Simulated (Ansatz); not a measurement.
# Deforming KCl

```
K Cl
1.0
     3.63400    0.00000    0.00000
     0.00000    3.63400    0.00000
     0.00000    0.00000    3.63400
K Cl
1 1
Direct
  0.00000 0.00000 0.00000
  0.50000 0.50000 0.50000
```

Atom numbers follow the list: K1, Cl2.

The cell is COD entry 1000050, as deposited and not checked against the literature; nothing was relaxed.

Theory: Ansatz 0.2.0, DFT, PBE, all-electron LAPW, scalar-relativistic.

Numerical set-up: a Γ-centred 7×7×7 k mesh, Fermi–Dirac smearing of 0.01 eV, basis error target 1 meV/atom, no spin polarisation.

The unchanged cell is at 4.46 GPa, so energy changes include a term −P ΔV where the volume moves.

Semilocal functionals give too small gaps.

x, y and z are the Cartesian axes of the cell as listed; fractional coordinates follow a strain, and an engineering shear is twice the off-diagonal strain component.

Question: One change gave: energy change +5 meV/atom; stress change (xx, yy, zz, yz, xz, xy) 0.77, 0.77, -1.52, 0.00, 0.00, 0.00 GPa, compression positive; gap on the k mesh 5.61 → 5.47 eV. Which change was it?
A. x and y strained by +1.5 %, z held
B. z strained by +3 % at fixed volume
C. atom 2 (Cl) moved by (0.1414, 0.1414, 0.0000) Å

Answer: B. For x and y strained by +1.5 %, z held: energy change -17 meV/atom; stress change (xx, yy, zz, yz, xz, xy) -1.32, -1.32, -0.57, 0.00, 0.00, 0.00 GPa, compression positive; gap on the k mesh 5.61 → 5.40 eV. For atom 2 (Cl) moved by (0.1414, 0.1414, 0.0000) Å: energy change +17 meV/atom; stress change (xx, yy, zz, yz, xz, xy) 0.40, 0.40, 0.58, 0.00, 0.00, 0.50 GPa, compression positive; change of the force on Cl2 (-0.248, -0.248, 0.000) eV/Å; gap on the k mesh 5.61 → 5.62 eV.

Question: What force constant does this one finite step give for Cl2 along its displacement (all its periodic images move with it)?

Answer: k = −ΔF·u/|u|² = 1.75 eV/Å², so the force pulls the atom back.
